Boron phosphide is built like diamond, with boron and phosphorus taking turns, so that a single length fixes the whole crystal: the edge a of its cubic cell, called the lattice constant. A quantum-mechanical calculation usually finds this length by working out the energy at several volumes and looking for the lowest. The answer depends on the functional, the approximate recipe for the exchange and correlation energy of the electrons. The problem here is to reach the same answer with a pencil, from one calculation made at the measured edge of 4.538 Å.

Such a calculation also returns a pressure. If it is positive, the computed crystal pushes outwards and would expand when released; if it is negative, the crystal would contract. A real crystal lies at rest at its measured edge. Apart from the effect of atomic vibrations, the computed pressure is therefore mainly a mark left by the functional.

(a) Two runs at the measured edge give a pressure of −5.59 GPa with the functional LDA and +3.61 GPa with RPBE. The bond length there is 1.965 Å. At which edge would each computed crystal come to rest?

Solution. Think of a coil spring held at a marked length. The force on the hand, divided by the stiffness of the spring, tells how far the end will move when it is let go, whatever it was that loaded the spring. For a crystal the pressure P takes the place of the force and the bulk modulus B that of the stiffness. The comparison holds for small movements only, because a crystal grows stiffer as it is squeezed, while a good spring keeps its stiffness.

The relative change of volume on release is P/B. A cube that grows by three per cent in volume grows by about one per cent along each edge, so the edge changes by a third of that amount:

Δa/a = P/(3B)

a = 4.538 Å × (1 + P/(3B))

The stiffness can be had from the bond length d alone. Cohen's empirical rule for crystals with four neighbours around each atom, in the form for compounds such as BP, reads, with d in Å and B in GPa:

B = (1971 − 220)/d^3.5 = 1751/10.64 ≈ 165 GPa

The rule has a simple sense. A bulk modulus is an energy per volume, and a short covalent bond packs a large bonding energy into a small space, so the stiffness rises steeply as the bonds get shorter. BP has short bonds and is accordingly hard to compress.

With this stiffness, a pressure of 1 GPa changes the edge by 0.20 %, or 0.0092 Å. That is the whole rule of thumb, and the two estimates follow at once:

LDA: a = 4.538 − 5.59 × 0.0092 = 4.487 Å

RPBE: a = 4.538 + 3.61 × 0.0092 = 4.571 Å

LDA pulls the crystal together with a pressure of some 56 thousand bar, and yet the edge gives way by only about one per cent. Errors of functionals look small in a lattice constant because the crystal is stiff. In a softer crystal the same pressure would do more.

(b) The table gives the lattice constants found in full, from the volume of lowest energy. How well does the rule reproduce them, what causes the remaining miss, and how far from rest may one start?

Boron phosphide (BP, F-43m) in Kohn-Sham DFT with ABINIT 10.8.3, GPAW 26.7.0 and ABACUS 3.10.1, without spin polarization and with Fermi-Dirac smearing of 0.05 eV. Each cubic lattice constant comes from a fit to energies at seven volumes, 10.98 to 12.38 Å³/atom. The measured value is 4.538 Å (arXiv:1407.1677; literature values found: 4.534 to 4.53991 Å).

```
          program     functional             how the value is got                                  potentials or basis  wave cutoff (eV)    k-mesh  computed lattice constant (Å)  computed over measured, less one (%)
ABINIT 10.8.3 (1)  revPBE+D3(BJ)  from the rest volume of the fit                                     JTH PAW PBE v2.0               544  10x10x10                          4.484                                 -1.19
ABINIT 10.8.3 (2)            LDA  from the rest volume of the fit                  PseudoDojo NC SR LDA v0.4 stringent              1034  10x10x10                          4.487                                 -1.12
ABINIT 10.8.3 (3)        LDA-VWN  from the rest volume of the fit                                     JTH PAW LDA v2.0               544  10x10x10                          4.491                                 -1.05
ABINIT 10.8.3 (4)            LDA  from the rest volume of the fit                                     JTH PAW LDA v2.0               544  10x10x10                          4.492                                 -1.02
  GPAW 26.7.0 (1)      PBEsol+D4  from the rest volume of the fit  PAW data sets made by gpaw setup for the functional               800  10x10x10                          4.499                                 -0.87
ABINIT 10.8.3 (5)         PBE+D2  from the rest volume of the fit                                     JTH PAW PBE v2.0               544  10x10x10                          4.519                                 -0.43
ABINIT 10.8.3 (6)         PBEsol  from the rest volume of the fit              PseudoDojo NC SR PBEsol v0.4.1 standard              1034  10x10x10                          4.521                                 -0.38
ABINIT 10.8.3 (7)        HCTH407  from the rest volume of the fit                                     JTH PAW PBE v2.0               544  10x10x10                          4.535                                 -0.06
    ABACUS 3.10.1            PBE  from the rest volume of the fit                  PseudoDojo NC SR 0.4.1 PBE standard              1034  10x10x10                          4.547                                  0.21
ABINIT 10.8.3 (8)           PW91  from the rest volume of the fit                 PseudoDojo NC SR PBE v0.4.1 standard              1034  10x10x10                          4.551                                  0.29
  GPAW 26.7.0 (2)            PBE  from the rest volume of the fit                 GPAW PAW data sets (gpaw data 1.2.1)               800  10x10x10                          4.552                                  0.31
ABINIT 10.8.3 (9)           RPBE  from the rest volume of the fit                                     JTH PAW PBE v2.0               544  10x10x10                          4.574                                  0.79
```

Solution. The two worked cases are the rows ABINIT 10.8.3 (2) and ABINIT 10.8.3 (9). The LDA estimate agrees with the computed lattice constant to the last digit, and the RPBE estimate is 0.003 Å too short. Over the twelve rows the typical (root-mean-square) miss is 0.002 Å. Guessing the measured value for every row would miss by 0.034 Å. No row of the table was used to set the stiffness, which came from the bond length.

This success has a definite meaning. Pressure is the downward slope of the energy against volume, and the resting crystal sits where that slope vanishes, so the two quantities had to be related. What the comparison tests is the straight line drawn between them and the borrowed value of B. It is no test of whether a functional describes BP well.

It may seem surprising that one stiffness serves every functional. The runs themselves give bulk moduli from 156 to 176 GPa, each at its own resting volume. A compact crystal is the stiffer one at rest, but it softens when stretched to the measured edge; a roomy crystal is soft at rest and stiffens when squeezed to that edge. The rule needs the average stiffness along the way, and this averaging brings the functionals closer together.

The small misses that remain follow the potentials more than the functionals. The rows with PseudoDojo potentials are reproduced to the last digit of the table, whereas those with JTH potentials come out 0.002 to 0.003 Å too short. The slope of the computed energies shows why: the pressures reported for the JTH rows lie about 0.24 GPa too low on average. Put into the rule, this offset accounts for 0.002 Å.

The likely cause is a well-known property of calculations with a finite set of waves, though no run here varies their number to prove it. The reported pressure assumes that the same waves are kept while the cell shrinks. In a smaller cell these waves are shorter and describe the electrons a little better, which lowers the energy and imitates an inward pull. When the pressure is taken from the energies at neighbouring volumes instead, the largest miss over the table falls to 0.001 Å. That cure costs extra runs, so its use is to explain the miss rather than to save work.

The straight line sets the range of the rule. Suppose the RPBE run had been made in a cell with 6 % less volume than the measured one, where its pressure is 15 GPa. With the stiffness kept at 165 GPa, the estimate would then be 0.010 Å too long, because the squeezed crystal is stiffer than the rule assumes and its pressure exaggerates the distance to rest. Starting revPBE+D3(BJ) from 6 % more volume also gives too long an edge, by 0.012 Å, since the stretched crystal is soft and pulls back too weakly. In both cases most of the error goes if the bond length of the starting cell is put into Cohen's rule. A second run at the estimated edge is the safer remedy.

A further limit concerns what the estimate means. The rule returns the resting edge of the computed crystal, without vibrations, while the measured edge contains an expansion by zero-point motion of very roughly 0.01 Å. HCTH407 lies only 0.06 % below the measured value, which is less than this expansion. The run also used potentials made for PBE, a mismatch whose effect is untested here. Its closeness is therefore no proof that the functional is right to that degree.

(c) Can the order of the functionals be guessed before any pressure is known? Take the LDA and PBE results as given, see how near a simple estimate comes to the PBEsol value in the table, and then explain why two closely related functionals, revPBE and RPBE, stand at opposite ends of the table.

Solution. LDA treats the electrons at each point as if they belonged to a uniform gas of the same density. Real electron density is uneven: it is high in the bonds and near the atoms and thin in the open spaces between them. Functionals with a gradient correction lower the energy where the density varies strongly. Pulling the atoms apart makes the density more uneven, so the correction gains from expansion and acts as an outward push.

The strength of this push can be read, roughly, from one number in the functional, the coefficient of the gradient term in the exchange energy. It is zero in LDA, about 0.12 in PBEsol and about 0.22 in PBE. PBEsol should therefore lie a little beyond the middle of the way from LDA to PBE. With the mean of the three LDA rows, 4.490 Å, and the mean of the two PBE rows, 4.5495 Å, the estimate is:

a = 4.490 + (0.12/0.22) × (4.5495 − 4.490) = 4.522 Å

The table has 4.521 Å for plain PBEsol. This is a single test, with both ends of the line taken from the table, and PBEsol differs from PBE in its correlation energy as well. The agreement supports the order of the functionals better than it supports the exact proportion.

RPBE shows where the shortcut ends. It has the same gradient coefficient as PBE, yet its lattice constant is about 0.025 Å longer. The coefficient describes only gentle variations of the density, and RPBE rewards strong variations more than PBE does. The run also used potentials made for PBE, as did the one with revPBE+D3(BJ), and the effect of that mismatch is untested. With a pressure in hand the rule of part (a) copes with RPBE, because the pressure contains the whole functional and not just one coefficient.

The other end of the table is explained by an added pull. The labels D2, D3(BJ) and D4 stand for corrections for dispersion, the weak attraction between atoms whose electron clouds fluctuate in step. Such a term draws the crystal together. PBE with D2 lies about 0.03 Å below plain PBE, and PBEsol with D4 lies 0.022 Å below plain PBEsol. These comparisons run across programs or potentials, but for the same functional such a change shifts the result by only about 0.005 Å. The D4 run also lists its dispersion energy separately. The slope of that energy is an inward pull of 2.7 GPa, which the rule turns into 0.025 Å.

For revPBE with D3(BJ) the pull is much larger. Plain revPBE is known to give lattice constants close to those of RPBE, so RPBE can serve as an approximate starting point. From there to the shortest value in the table is a step of 0.09 Å. Divided by 0.0092 Å per GPa, it corresponds to an inward pull of about 10 GPa, and the pressures of the two runs at the measured edge indeed differ by that much.

A plausible reason for this size is the way such corrections are made. Each is adjusted to its partner functional, mostly on molecules, and a functional that holds atoms together too weakly receives a strong correction. In a dense crystal every atom has many others within a few ångström, beyond its bonded neighbours, and the added attractions pile up. The name of the functional alone is then a poor guide to the lattice constant. For a new combination, add the outward push and the inward pull in GPa, and let the stiffness of the crystal turn the sum into a length.
